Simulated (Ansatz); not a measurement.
# Ge (Fd-3m) in Ansatz: further runs

Aim: see how the results for Ge move with the level of theory and the settings. Levels: BLYP, r2SCAN. Tasks: relaxation of cell and atoms.

All numbers are computed with Ansatz 0.2.0; they aren't measurements. Logs are shortened: lines on timing, memory, paths and dates and some standing lists are left out, and cuts for length are marked.

### 1 Starting point

It takes space group Fd-3m (No. 227, cubic). The conventional cell has a = 5.658 Å, b = 5.658 Å, c = 5.658 Å, α = 90.00°, β = 90.00°, γ = 90.00°. Ge (site symmetry -43m) is surrounded by 4 Ge at 2.45 Å.

### 2 Relaxation of cell and atoms, BLYP

input.yaml reads:

```yaml
crystal:
  lattice:
    - [0.0, 2.82891, 2.82891]
    - [2.82891, 0.0, 2.82891]
    - [2.82891, 2.82891, 0.0]
  atoms:
    - { symbol: Ge, position: [0.75, 0.75, 0.75] }
    - { symbol: Ge, position: [0.5, 0.5, 0.5] }
hamiltonian:
  xc: blyp
  pseudopotentials: { kind: paw }
kpoints:
  mp_grid: { grid: [8, 8, 8] }
scf:
  occupations: { method: fermi_dirac, width: 0.05 }
output:
  forces: true
  stress: true
  eigenvalues: true
  write_density: true
  write_potential: true
  elf: true
  volumetric_format: npy
relax:
  f_tol: 0.01
  max_steps: 40
  cell: { stress_tol: 0.05 }
```

Potentials or basis: Ansatz PAW.

On the command line:

```sh
ansatz run input.yaml --threads 2 --pin off --max-ram 5632MiB --backend cpu --events-out ev --progress --plain --runs-dir out
```

The program printed:

```text
Warning: RAYON_NUM_THREADS=2 ignored (pool sized by the plan → 2); use --threads N
Engine: ansatz 0.2.0, x86_64-unknown-linux-gnu
Pseudopotentials: kind: paw
Pseudopotential: Ge, paw, valence charge 14, recommended cutoff 420 eV (normal), Ge.paw.azcp
Functional definition: BLYP
  parameter beta = 0.0042
  parameter a = 0.04918
  parameter b = 0.132
  parameter c = 0.2533
  parameter d = 0.349
  exchange = b88_x(beta = beta)
  correlation = lyp_c(a = a, b = b, c = c, d = d)
Crystal: 2 atoms, lattice volume = 45.278 Å³
Basis set: ecut = 420 eV, 893 PW (Γ), exchange–correlation on 54×54×54 points (8 copies of the dense FFT grid, shifted against one another)
Bands: 18, of which v1, the nominal top of the filled ones, is band 14 counted from 1 (13 counted from 0)
Symmetry: 48 space group operations
Space group: Fd-3m (ITA 227), of the structure as read, at distance tolerance 3.6e-5 Å
k-points: 29 of 512
Non-local potential: Ge, projectors of the file, l = 0: 2, l = 1: 2, l = 2: 3, l = 3: 1
PAW form: soft (Blöchl's): semilocal exchange-correlation on the pseudo side does not see the compensation charge
PAW frozen core: Ge, regenerated for the run's functional, and the local potential with it (the file was generated under x = pbe(κ = 0.804, μ = 0.2195149727645171), c = pbe(β = 0.06672455060314922))
PAW one-centre angular grid: Ge, 590 points (default); XC on 64 Gauss nodes
Initial density: superposition of atomic densities (neutral atoms: chi_scale 0, normalization atom), corrected by the library's trained network
Initial wavefunctions: pseudopotential atomic-orbital guess
Functional: x = b88, c = lyp
SCF iter   1: F=—  HF=-8610.328028 eV  |F-HF|=—  |Δ(HF+E_count)|=         —  Δρ=5.74e-3  dr2=1.40e-2  ethr=1.77e-3  ⟨swp⟩=6.0  Hψ=2502  notcnv=0
preconditioner: auto → none  [insulator: Δε(μ)=0.178 eV  Ē_g=23.623 eV  σ=0.050 eV  W_gap=0.57  n_scr=14 (ndim 8)  ℏωp=29.2 eV  f_vac=0.074  D(μ)=0.07/eV (n_scr^D=0)  ε∞_Penn≈2.5]
SCF iter   2: F=—  HF=-8610.322503 eV  |F-HF|=—  |Δ(HF+E_count)|=   5.53e-3  Δρ=2.88e-3  dr2=1.75e-3  ethr=5.01e-5  ⟨swp⟩=2.8  Hψ=1070  notcnv=0
SCF iter   3: F=—  HF=-8610.322004 eV  |F-HF|=—  |Δ(HF+E_count)|=   4.99e-4  Δρ=5.69e-4  dr2=1.24e-4  ethr=6.25e-6  ⟨swp⟩=2.0  Hψ=899  notcnv=0
SCF iter   4: F=—  HF=-8610.321852 eV  |F-HF|=—  |Δ(HF+E_count)|=   1.52e-4  Δρ=2.09e-4  dr2=1.11e-5  ethr=4.43e-7  ⟨swp⟩=2.0  Hψ=929  notcnv=0
SCF iter   5: F=—  HF=-8610.321844 eV  |F-HF|=—  |Δ(HF+E_count)|=   7.57e-6  Δρ=8.27e-5  dr2=1.22e-6  ethr=3.98e-8  ⟨swp⟩=2.0  Hψ=929  notcnv=0
SCF iter   6: F=—  HF=-8610.321843 eV  |F-HF|=—  |Δ(HF+E_count)|=   1.38e-6  Δρ=2.65e-5  dr2=1.31e-7  ethr=4.35e-9  ⟨swp⟩=2.0  Hψ=816  notcnv=0
SCF iter   7: F=-8610.321843 eV  HF=-8610.321843 eV  |F-HF|=8.08e-10  |Δ(HF+E_count)|=   1.35e-7  Δρ=1.99e-6  dr2=5.59e-10  ethr=3.57e-10  ⟨swp⟩=7.2  Hψ=3193  notcnv=0
SCF 1 converged in 7 iterations: F = -8610.321843 eV  dr2 = 5.59e-10
relax step   1: F+E_penalty+E_count = -8610.32184284 eV  Δ(F+E_penalty+E_count) = +0.000e0 eV  max|allowed force component| = 1.850e-17 eV/Å  Δτ_max = 0.0000 Å  P = +7.314 GPa  Ω = 45.278 Å³  (7 SCF iters, dr2 threshold 1.00e-7 eV, accepted)
Crystal: 2 atoms, lattice volume = 49.306 Å³
Basis set: ecut = 420 eV, 941 PW (Γ), exchange–correlation on 54×54×54 points (8 copies of the dense FFT grid, shifted against one another)
Initial density: handed on by an earlier stage of this run
Initial wavefunctions: those handed on with the density
iter 1 solved again at ethr=4.02e-5 eV; its pass at ethr=3.10e-3 eV (dr2=1.12e-2 eV) is discarded
SCF iter   1: F=—  HF=-8610.429569 eV  |F-HF|=—  |Δ(HF+E_count)|=         —  Δρ=4.06e-3  dr2=1.13e-2  ethr=4.02e-5  ⟨swp⟩=1.0  Hψ=2997  notcnv=0
preconditioner: auto → none  [insulator: Δε(μ)=0.192 eV  Ē_g=23.159 eV  σ=0.050 eV  W_gap=0.53  n_scr=14 (ndim 8)  ℏωp=28.0 eV  f_vac=0.128  D(μ)=0.17/eV (n_scr^D=0)  ε∞_Penn≈2.5]
SCF iter   2: F=—  HF=-8610.427827 eV  |F-HF|=—  |Δ(HF+E_count)|=   1.74e-3  Δρ=1.86e-3  dr2=1.87e-3  ethr=4.02e-5  ⟨swp⟩=1.2  Hψ=527  notcnv=0
SCF iter   3: F=—  HF=-8610.427841 eV  |F-HF|=—  |Δ(HF+E_count)|=   1.37e-5  Δρ=4.18e-4  dr2=2.86e-5  ethr=6.68e-6  ⟨swp⟩=2.0  Hψ=648  notcnv=0
SCF iter   4: F=—  HF=-8610.427828 eV  |F-HF|=—  |Δ(HF+E_count)|=   1.34e-5  Δρ=1.15e-4  dr2=3.55e-6  ethr=1.02e-7  ⟨swp⟩=2.0  Hψ=927  notcnv=0
SCF iter   5: F=-8610.427829 eV  HF=-8610.427829 eV  |F-HF|=1.02e-8  |Δ(HF+E_count)|=   1.09e-6  Δρ=2.05e-5  dr2=1.09e-7  ethr=7.14e-10  ⟨swp⟩=6.4  Hψ=3489  notcnv=0
SCF 2 converged in 5 iterations: F = -8610.427829 eV  dr2 = 1.09e-7
relax step   2: F+E_penalty+E_count = -8610.42782881 eV  Δ(F+E_penalty+E_count) = -1.060e-1 eV  max|allowed force component| = 3.701e-17 eV/Å  Δτ_max = 0.0000 Å  P = +1.614 GPa  Ω = 49.306 Å³  energy of the carried Pulay correction = -6.948e-4 eV  (5 SCF iters, dr2 threshold 2.00e-7 eV, accepted)
Crystal: 2 atoms, lattice volume = 50.580 Å³
Basis set: ecut = 420 eV, 965 PW (Γ), exchange–correlation on 54×54×54 points (8 copies of the dense FFT grid, shifted against one another)
iter 1 solved again at ethr=3.53e-6 eV; its pass at ethr=3.10e-3 eV (dr2=9.88e-4 eV) is discarded
SCF iter   1: F=—  HF=-8610.435243 eV  |F-HF|=—  |Δ(HF+E_count)|=         —  Δρ=1.20e-3  dr2=9.58e-4  ethr=3.53e-6  ⟨swp⟩=2.0  Hψ=2908  notcnv=0
preconditioner: auto → Kerker (q_TF=auto, 2.472 Å⁻¹)  [metal: Δε(μ)=0.120 eV  Ē_g=23.071 eV  σ=0.050 eV  W_gap=0.46  n_scr=14 (ndim 8)  ℏωp=27.6 eV  f_vac=0.117  D(μ)=0.24/eV (n_scr^D=0)]
SCF iter   2: F=—  HF=-8610.435173 eV  |F-HF|=—  |Δ(HF+E_count)|=   7.00e-5  Δρ=8.30e-4  dr2=5.33e-4  ethr=3.42e-6  ⟨swp⟩=1.0  Hψ=522  notcnv=0
SCF iter   3: F=—  HF=-8610.435098 eV  |F-HF|=—  |Δ(HF+E_count)|=   7.48e-5  Δρ=1.98e-4  dr2=4.86e-5  ethr=1.90e-6  ⟨swp⟩=1.3  Hψ=533  notcnv=0
SCF iter   4: F=—  HF=-8610.435106 eV  |F-HF|=—  |Δ(HF+E_count)|=   7.83e-6  Δρ=9.41e-5  dr2=2.44e-6  ethr=1.74e-7  ⟨swp⟩=2.0  Hψ=927  notcnv=0
SCF iter   5: F=—  HF=-8610.435103 eV  |F-HF|=—  |Δ(HF+E_count)|=   2.12e-6  Δρ=2.69e-5  dr2=2.73e-7  ethr=8.72e-9  ⟨swp⟩=2.0  Hψ=902  notcnv=0
SCF iter   6: F=-8610.435104 eV  HF=-8610.435104 eV  |F-HF|=4.93e-8  |Δ(HF+E_count)|=   4.34e-7  Δρ=7.71e-6  dr2=2.31e-8  ethr=7.14e-10  ⟨swp⟩=8.9  Hψ=3347  notcnv=0
SCF 3 converged in 6 iterations: F = -8610.435104 eV  dr2 = 2.31e-8
relax step   3: F+E_penalty+E_count = -8610.43510395 eV  Δ(F+E_penalty+E_count) = -7.275e-3 eV  max|allowed force component| = 3.585e-17 eV/Å  Δτ_max = 0.0000 Å  P = +0.300 GPa  Ω = 50.580 Å³  energy of the carried Pulay correction = -9.023e-4 eV  (6 SCF iters, dr2 threshold 2.00e-7 eV, accepted)
Crystal: 2 atoms, lattice volume = 50.892 Å³
iter 1 solved again at ethr=2.04e-7 eV; its pass at ethr=3.10e-3 eV (dr2=5.71e-5 eV) is discarded
SCF iter   1: F=—  HF=-8610.435363 eV  |F-HF|=—  |Δ(HF+E_count)|=         —  Δρ=2.87e-4  dr2=5.54e-5  ethr=2.04e-7  ⟨swp⟩=2.0  Hψ=2831  notcnv=0
preconditioner: auto → Kerker (q_TF=auto, 2.470 Å⁻¹)  [metal: Δε(μ)=0.119 eV  Ē_g=23.051 eV  σ=0.050 eV  W_gap=0.48  n_scr=14 (ndim 8)  ℏωp=27.5 eV  f_vac=0.116  D(μ)=0.26/eV (n_scr^D=0)]
SCF iter   2: F=—  HF=-8610.435356 eV  |F-HF|=—  |Δ(HF+E_count)|=   6.66e-6  Δρ=1.98e-4  dr2=3.08e-5  ethr=1.98e-7  ⟨swp⟩=1.0  Hψ=522  notcnv=0
SCF iter   3: F=—  HF=-8610.435352 eV  |F-HF|=—  |Δ(HF+E_count)|=   4.07e-6  Δρ=4.86e-5  dr2=2.93e-6  ethr=1.10e-7  ⟨swp⟩=1.2  Hψ=528  notcnv=0
SCF iter   4: F=—  HF=-8610.435352 eV  |F-HF|=—  |Δ(HF+E_count)|=   5.64e-7  Δρ=2.66e-5  dr2=2.13e-7  ethr=1.05e-8  ⟨swp⟩=2.0  Hψ=927  notcnv=0
SCF iter   5: F=-8610.435352 eV  HF=-8610.435352 eV  |F-HF|=2.32e-8  |Δ(HF+E_count)|=   1.05e-7  Δρ=6.33e-6  dr2=1.48e-8  ethr=7.14e-10  ⟨swp⟩=8.5  Hψ=3571  notcnv=0
SCF 4 converged in 5 iterations: F = -8610.435352 eV  dr2 = 1.48e-8
relax step   4: F+E_penalty+E_count = -8610.43535231 eV  Δ(F+E_penalty+E_count) = -2.484e-4 eV  max|allowed force component| = 3.730e-17 eV/Å  Δτ_max = 0.0000 Å  P = +0.007 GPa  Ω = 50.892 Å³  energy of the carried Pulay correction = -9.524e-4 eV  (5 SCF iters, dr2 threshold 2.00e-7 eV, accepted)
Basis set: ecut = 420 eV, 965 PW (Γ), exchange–correlation on 60×60×60 points (8 copies of the dense FFT grid, shifted against one another)
Initial wavefunctions: pseudopotential atomic-orbital guess (no wavefunctions were taken with the density)
iter 1 solved again at ethr=4.44e-7 eV; its pass at ethr=3.10e-3 eV (dr2=1.24e-4 eV) is discarded
SCF iter   1: F=—  HF=-8610.372176 eV  |F-HF|=—  |Δ(HF+E_count)|=         —  Δρ=2.55e-3  dr2=9.96e-5  ethr=4.44e-7  ⟨swp⟩=2.7  Hψ=3576  notcnv=0
preconditioner: auto → Kerker (q_TF=auto, 2.470 Å⁻¹)  [metal: Δε(μ)=0.120 eV  Ē_g=23.048 eV  σ=0.050 eV  W_gap=0.50  n_scr=14 (ndim 8)  ℏωp=27.5 eV  f_vac=0.115  D(μ)=0.28/eV (n_scr^D=0)]
SCF iter   2: F=—  HF=-8610.413363 eV  |F-HF|=—  |Δ(HF+E_count)|=   4.12e-2  Δρ=1.29e-3  dr2=1.91e-5  ethr=3.56e-7  ⟨swp⟩=2.9  Hψ=794  notcnv=0
SCF iter   3: F=—  HF=-8610.435793 eV  |F-HF|=—  |Δ(HF+E_count)|=   2.24e-2  Δρ=2.36e-4  dr2=1.64e-6  ethr=6.83e-8  ⟨swp⟩=3.9  Hψ=1132  notcnv=0
SCF iter   4: F=—  HF=-8610.436660 eV  |F-HF|=—  |Δ(HF+E_count)|=   8.67e-4  Δρ=3.83e-5  dr2=3.09e-7  ethr=5.87e-9  ⟨swp⟩=2.0  Hψ=930  notcnv=0
SCF iter   5: F=—  HF=-8610.436675 eV  |F-HF|=—  |Δ(HF+E_count)|=   1.45e-5  Δρ=1.23e-5  dr2=8.10e-8  ethr=1.10e-9  ⟨swp⟩=2.0  Hψ=926  notcnv=0
SCF iter   6: F=—  HF=-8610.436675 eV  |F-HF|=—  |Δ(HF+E_count)|=   3.25e-7  Δρ=6.10e-6  dr2=3.23e-8  ethr=2.89e-10  ⟨swp⟩=3.0  Hψ=983  notcnv=0
SCF iter   7: F=—  HF=-8610.436675 eV  |F-HF|=—  |Δ(HF+E_count)|=   4.18e-8  Δρ=2.70e-6  dr2=8.80e-9  ethr=1.15e-10  ⟨swp⟩=2.0  Hψ=611  notcnv=0
SCF iter   8: F=—  HF=-8610.436675 eV  |F-HF|=—  |Δ(HF+E_count)|=  1.36e-10  Δρ=1.31e-6  dr2=1.93e-9  ethr=3.14e-11  ⟨swp⟩=2.0  Hψ=599  notcnv=0
SCF iter   9: F=—  HF=-8610.436675 eV  |F-HF|=—  |Δ(HF+E_count)|=  8.59e-10  Δρ=3.72e-7  dr2=1.44e-10  ethr=6.90e-12  ⟨swp⟩=2.0  Hψ=637  notcnv=0
SCF iter  10: F=-8610.436675 eV  HF=-8610.436675 eV  |F-HF|=3.64e-12  |Δ(HF+E_count)|=  6.91e-11  Δρ=4.00e-8  dr2=6.07e-13  ethr=1.00e-12  ⟨swp⟩=4.0  Hψ=2175  notcnv=0
SCF 5 converged in 10 iterations: F = -8610.436675 eV  dr2 = 6.07e-13
relax step   5: F+E_penalty+E_count = -8610.43667509 eV  Δ(F+E_penalty+E_count) = -1.323e-3 eV  max|allowed force component| = 2.776e-17 eV/Å  Δτ_max = 0.0000 Å  P = +0.046 GPa  Ω = 50.892 Å³  stress off target by 4.64e-2 GPa  SCF on the basis re-selected at this cell (its energy is not comparable with the rows above)  (10 SCF iters)
basis re-selected at this cell: Δ(F+E_penalty+E_count) = -1.323e-3 eV, ΔP = +0.039 GPa vs the last step (what re-selecting the basis moved, of the pressure what is left beyond the Pulay correction that the steps carried, after the strain that the cell walked since its last selection, with what the two solves' SCF thresholds leave and, on support functions, any second-order correction that the steps lacked; it is no measure of the basis error at this ecutwfc). The dense FFT grid was sized anew with the basis: this SCF ran on 30×30×30 points, the steps before it on 27×27×27, so part of this shift can come from that change (see relax.cell in the input reference). This SCF's stress stands 4.64e-2 GPa from its target on what of the cell is left free (relax.cell.stress_tol is 5.00e-2 GPa) and its largest allowed force component is 2.78e-17 eV/Å (relax.f_tol is 1.00e-2 eV/Å): within both
SCF converged after 10 iterations
Free energy (F): -8610.436675 eV
Harris-Foulkes:  -8610.436675 eV  (|F-HF|=3.64e-12)
Internal energy: -8610.434349 eV  (E = F + TS)
E sigma→0 (E₀):  -8610.435512 eV
Entropy (-TS):   -0.002326 eV (-1.163 meV/atom)
Fermi energy:    7.356371 eV
--- Per-component energies (eV) ---
  E_band       = -324.558198
  E_kinetic    = 221.800962
  E_local      = -5103.402452  (includes V_loc(G=0)·N_el)
  E_nonlocal   = 826.678808
  E_hartree    = 2238.407663
  E_xc         = -148.181556
  E_vxc        = -124.513414  (∫ρ·V_xc dr)
  E_paw        = -4061.510885  (= ΣΔE_a)
  E_vpaw       = -621.938082  (= ΣTr[D̂ρ^β])
  E_aug_tail   = 0.000660  (compensation charges beyond the density's cutoff)
  E_ewald      = -2584.448885
  E_core_change = 0.221336  (= ΣΔE_core)
  E_smearing   = -0.002326  (= −TS)
  E_closure    = -0.000000  (closes the sum)
  Σ components = -8610.436675   (vs F -8610.436675, Δ=0.00e0)
--- Forces (eV/Å), atoms counted from 1 ---
  atom   1  Ge     0.00000000     0.00000000     0.00000000
  atom   2  Ge     0.00000000    -0.00000000     0.00000000
  max |Σ_I F_I| component: 7.40e-17 eV/Å
--- Stress (GPa, compression-positive) ---
        0.046409      -0.000000      -0.000000
       -0.000000       0.046409      -0.000000
       -0.000000      -0.000000       0.046409
  P = ⅓ Tr σ = 0.0464 GPa (0.464 kbar)
--- Band table (eV; the first three rows and the last of 29) ---
  k-point 0: bands = ["-17.2172", "-17.2172", "-17.2172", "-17.1881", "-17.1881", "-17.0327", "-17.0327", "-17.0327", "-17.0278", "-17.0278", "-4.4521", "6.2855", "7.5131", "7.5131", "7.5131", "10.0246", "10.0246", "10.0246"]
  k-point 1: bands = ["-17.2228", "-17.2228", "-17.2152", "-17.1802", "-17.1802", "-17.0435", "-17.0435", "-17.0349", "-17.0183", "-17.0183", "-4.2842", "4.8043", "7.2314", "7.2314", "8.0060", "10.4089", "10.4089", "10.6914"]
  k-point 2: bands = ["-17.2303", "-17.2303", "-17.2104", "-17.1678", "-17.1678", "-17.0544", "-17.0544", "-17.0404", "-17.0102", "-17.0102", "-3.8003", "2.8202", "6.7541", "6.7541", "7.7716", "11.0032", "11.0032", "12.4928"]
  k-point 28: bands = ["-17.2523", "-17.2523", "-17.1459", "-17.1459", "-17.1110", "-17.1110", "-17.0883", "-17.0883", "-16.9860", "-16.9860", "-0.9741", "-0.9741", "4.2027", "4.2027", "11.3308", "11.3308", "12.2742", "12.2742"]
--- Relaxed structure (4 steps of the walk, 4 accepted, 1 SCFs on fresh bases) ---
  F+E_penalty+E_count = -8610.43667509 eV   max|allowed force component| = 2.776e-17 eV/Å   (the final SCF, on the basis selected at the relaxed cell)
  cell:  # Å, volume = 50.8923 Å³
    - [-3.566760379857338e-34, 2.941308799162243, 2.941308799162243]
    - [2.941308799162243, -6.878752287578624e-34, 2.941308799162243]
    - [2.941308799162243, 2.941308799162243, -1.2738430082238977e-34]
  atoms:
    - { symbol: Ge, position: [0.75, 0.75, 0.75] }
    - { symbol: Ge, position: [0.5, 0.5, 0.5] }
```

Wall time 1.9 s (2 threads of AMD EPYC 9R45 (Zen 5), shared host); peak memory 0.38 GiB.

Results:

```yaml
Free_energy: -8610.4367 eV
Relaxed_volume: 25.45 Å³/atom
Relaxed_cell: a = 4.160 Å, b = 4.160 Å, c = 4.160 Å, α = 60.00°, β = 60.00°, γ = 60.00°
Space_group_after_relaxing_to_0.05_Å: Fd-3m (No. 227)
Energy_gained_by_relaxing: 57.4 meV/atom
Ionic_steps: 5
Pressure_after_relaxing: 0.0 GPa
Band_gap_on_the_k_mesh: none (metal or under the smearing width)
```

The path:
| step | energy change (eV) | largest force (eV/Å) | volume (Å³) |
| --- | --- | --- | --- |
| 1 | 0.0000 | 0.0000 | 45.28 |
| 2 | -0.1060 | 0.0000 | 49.31 |
| 3 | -0.1133 | 0.0000 | 50.58 |
| 4 | -0.1135 | 0.0000 | 50.89 |
| 5 | -0.1148 | 0.0000 | 50.89 |

Final structure:
```yaml
crystal:
  lattice:
    - [0.00000, 2.94131, 2.94131]
    - [2.94131, 0.00000, 2.94131]
    - [2.94131, 2.94131, 0.00000]
  atoms:
    - { symbol: Ge, position: [0.75000, 0.75000, 0.75000] }
    - { symbol: Ge, position: [0.50000, 0.50000, 0.50000] }
```

Caveat: the plane-wave basis is chosen anew once the cell has moved, so the energies of steps on either side of that aren't comparable; the PAW data sets come from PBE, with cores solved anew for the run's functional, which leaves a small shift of forces and pressure.

### 3 Relaxation of cell and atoms, r2SCAN

Edit input.yaml of step 2 so:

```diff
@@ -9,3 +9,3 @@
 hamiltonian:
-  xc: blyp
+  xc: r2scan
   pseudopotentials: { kind: paw }
@@ -19,6 +19,2 @@
   eigenvalues: true
-  write_density: true
-  write_potential: true
-  elf: true
-  volumetric_format: npy
 relax:
```

Potentials or basis: Ansatz PAW.

On the command line:

```sh
ansatz run input.yaml --threads 2 --pin off --max-ram 5632MiB --backend cpu --events-out ev --progress --plain --runs-dir out
```

The program printed:

```text
Warning: RAYON_NUM_THREADS=2 ignored (pool sized by the plan → 2); use --threads N
[... 2 set-up lines as earlier in the session ...]
Pseudopotential: Ge, paw, valence charge 14, recommended cutoff 500 eV (meta_gga), Ge.paw.azcp
Functional definition: r2SCAN
  parameter k0 = 0.174
  parameter k1 = 0.065
  parameter a1 = 4.9479
  exchange = r2scan_x(k0 = k0, k1 = k1, a1 = a1)
  correlation = r2scan_c
Crystal: 2 atoms, lattice volume = 45.278 Å³
Basis set: ecut = 500 eV, 1139 PW (Γ), exchange–correlation on 120×120×120 points (64 copies of the dense FFT grid, shifted against one another)
[... 80 lines left out ...]
  max |Σ_I F_I| component: 4.63e-17 eV/Å
--- Stress (GPa, compression-positive) ---
        0.002789      -0.000000      -0.000000
       -0.000000       0.002789      -0.000000
       -0.000000      -0.000000       0.002789
  P = ⅓ Tr σ = 0.0028 GPa (0.028 kbar)
--- Band table (eV; the first three rows and the last of 29) ---
  k-point 0: bands = ["-17.1358", "-17.1358", "-17.1358", "-17.0970", "-17.0970", "-16.8814", "-16.8814", "-16.8814", "-16.8632", "-16.8632", "-4.9649", "8.2690", "8.2690", "8.2690", "8.6317", "10.9915", "10.9915", "10.9915"]
  k-point 1: bands = ["-17.1440", "-17.1440", "-17.1332", "-17.0853", "-17.0853", "-16.8921", "-16.8921", "-16.8844", "-16.8544", "-16.8544", "-4.7666", "5.9278", "7.9214", "7.9214", "9.5598", "11.4588", "11.4588", "12.0350"]
  k-point 2: bands = ["-17.1544", "-17.1544", "-17.1269", "-17.0674", "-17.0674", "-16.9052", "-16.9052", "-16.8918", "-16.8448", "-16.8448", "-4.1915", "3.4527", "7.3492", "7.3492", "9.1960", "12.1278", "12.1278", "14.3266"]
  k-point 28: bands = ["-17.1847", "-17.1847", "-17.0384", "-17.0384", "-16.9858", "-16.9858", "-16.9527", "-16.9527", "-16.8113", "-16.8113", "-0.8085", "-0.8085", "4.2562", "4.2562", "12.9357", "12.9357", "13.3268", "13.3268"]
--- Relaxed structure (3 steps of the walk, 3 accepted, 1 SCFs on fresh bases) ---
  F+E_penalty+E_count = -8605.80519856 eV   max|allowed force component| = 6.014e-17 eV/Å   (the final SCF, on the basis selected at the relaxed cell)
  cell:  # Å, volume = 45.6567 Å³
    - [7.069828695642632e-34, 2.83677371398136, 2.83677371398136]
    - [2.83677371398136, -2.4203017156254057e-34, 2.83677371398136]
    - [2.83677371398136, 2.83677371398136, -7.069828695642632e-34]
  atoms:
    - { symbol: Ge, position: [0.7499999999999999, 0.7499999999999999, 0.7499999999999999] }
    - { symbol: Ge, position: [0.49999999999999994, 0.49999999999999994, 0.49999999999999994] }
```

Run time: 2.4 s. Hardware: 2 threads of AMD EPYC 9R45 (Zen 5), shared host; peak memory 0.48 GiB.

Results:

```yaml
Free_energy: -8605.8052 eV
Relaxed_volume: 22.83 Å³/atom
Relaxed_cell: a = 4.012 Å, b = 4.012 Å, c = 4.012 Å, α = 60.00°, β = 60.00°, γ = 60.00°
Space_group_after_relaxing_to_0.05_Å: Fd-3m (No. 227)
Energy_gained_by_relaxing: 0.4 meV/atom
Ionic_steps: 4
Pressure_after_relaxing: 0.0 GPa
Band_gap_on_the_k_mesh: 0.36 eV, direct
```

The path:
| step | energy change (eV) | largest force (eV/Å) | volume (Å³) |
| --- | --- | --- | --- |
| 1 | 0.0000 | 0.0000 | 45.28 |
| 2 | -0.0006 | 0.0000 | 45.60 |
| 3 | -0.0006 | 0.0000 | 45.66 |
| 4 | -0.0007 | 0.0000 | 45.66 |

Final structure:
```
Ge
1.0
     0.00000    2.83677    2.83677
     2.83677    0.00000    2.83677
     2.83677    2.83677    0.00000
Ge
2
Direct
  0.75000 0.75000 0.75000
  0.50000 0.50000 0.50000
```

Levels at points of the mesh, in eV from the valence-band top:
```
             k point  band 10  band 11  band 12  band 13  band 14  band 15  band 16  band 17  band 18
  (0.00, 0.00, 0.00)   -25.13   -13.23     0.00     0.00     0.00     0.36     2.72     2.72     2.72
 (0.00, 0.00, -0.50)   -25.11   -11.06    -7.82    -1.47    -1.47     0.44     4.00     4.00     7.67
(0.00, -0.50, -0.50)   -25.09    -9.18    -9.18    -3.19    -3.19     0.99     0.99    10.05    10.05
```

Caveat: the plane-wave basis is chosen anew once the cell has moved, so the energies of steps on either side of that aren't comparable; the PAW data sets come from PBE, with cores solved anew for the run's functional, which leaves a small shift of forces and pressure.

### 4 How close it comes

Step 2. The cell as given is a measured one (22.64 Å³/atom); BLYP puts the equilibrium volume +12.4 % from it, thermal expansion not counted.

Step 3. The cell as given is a measured one (22.64 Å³/atom); r2SCAN puts the equilibrium volume +0.8 % from it, thermal expansion not counted.
